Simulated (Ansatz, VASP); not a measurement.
Two plane-wave programs on Cu

Contents of INCAR:

```
PREC = Accurate
ENCUT = 520
EDIFF = 1E-6
ISMEAR = -1
SIGMA = 0.05
LREAL = False
LASPH = True
NELM = 60
ALGO = Normal
ISIF = 2
LWAVE = False
LCHARG = False
GGA = PE
```

File KPOINTS:

```
regular mesh
0
Gamma
  13 13 13
```

The input POSCAR:

```
Cu
1.0
   -1.4832719738      1.4933904052      1.3739820400
    1.4780730080     -1.4969596660      1.3723068300
    1.3963711428      1.4106507756     -1.3778349000
Cu
1
Direct
    0.0000000000      0.0000000000      0.0000000000
```

input.yaml

```yaml
crystal:
  lattice:
    - [-1.4832719738, 1.4933904052, 1.37398204]
    - [1.478073008, -1.496959666, 1.37230683]
    - [1.3963711428, 1.4106507756, -1.3778349]
  atoms:
    - { symbol: Cu, position: [0.0, 0.0, 0.0] }
hamiltonian:
  xc: pbe
  pseudopotentials: { kind: paw }
kpoints:
  mp_grid: { grid: [13, 13, 13] }
scf:
  occupations: { method: fermi_dirac, width: 0.05 }
output:
  forces: true
  stress: true
  eigenvalues: true
```

Change from the starting cell: strain = -0.04; cell sheared at random, sigma 0.01, atoms nudged by 0.01 Å.

Alike in both runs: task single point; functional PBE; k mesh 13 × 13 × 13; occupations fermi-dirac, width 0.05 eV; no spin polarisation.

|  | VASP | Ansatz |
| --- | --- | --- |
| version | VASP 6.6.1 | Ansatz 0.2.0 |
| potentials or method | VASP PAW PBE potentials, release 64 (Cu) | Ansatz PAW |
| plane-wave cutoff (eV) | 520 | 420 |
| valence electrons in the cell | 11 | 19 |

VASP gave:

- gap on the k mesh at the Fermi level (eV): none
- pressure (GPa): 8.6
- largest component of the traceless stress (GPa): 8.03

**Question.** What did Ansatz give for the same quantities?

**Answer.** gap on the k mesh at the Fermi level (eV): none; pressure (GPa): 8.1; largest component of the traceless stress (GPa): 8.03.

A gap of «none» marks a metal or a gap that the smearing closes. The two sets of potentials don't hold the same shells in valence.
